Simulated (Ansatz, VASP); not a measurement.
**One calculation of KI, two programs**

```xyz
2
Lattice="0.0000 3.8065 3.5246 3.8065 0.0000 3.5246 3.8065 3.8065 0.0000" Properties=species:S:1:pos:R:3 pbc="T T T"
K     0.0000    0.0000    0.0000
I     3.8065    3.8065    3.5246
```

Change from the starting cell: strain +0.080 along x and y, +0.000 along z, atoms carried along.

Alike in both runs: task single point; functional PBE; k mesh 6 × 6 × 6; occupations gaussian, width 0.05 eV; no spin polarisation.

```csv
,VASP,Ansatz
version,VASP 6.6.1,Ansatz 0.2.0
potentials or method,"VASP PAW PBE potentials, release 64 (K_sv, I)","scalar-relativistic, plane waves, PAW"
plane-wave cutoff (eV),520,420
valence electrons in the cell,16,26
```

VASP gave:

- gap on the k mesh at the Fermi level (eV): 3.65
- least direct gap on the mesh (eV): 3.65
- pressure (GPa): -0.7
- largest component of the traceless stress (GPa): 0.71

Question: Which values does Ansatz return?

Answer: gap on the k mesh at the Fermi level (eV): 3.65; least direct gap on the mesh (eV): 3.65; pressure (GPa): -0.7; largest component of the traceless stress (GPa): 0.70.

The two sets of potentials don't hold the same shells in valence.

Caveats: spin-orbit coupling is left out, which moves the levels of the heavy elements.
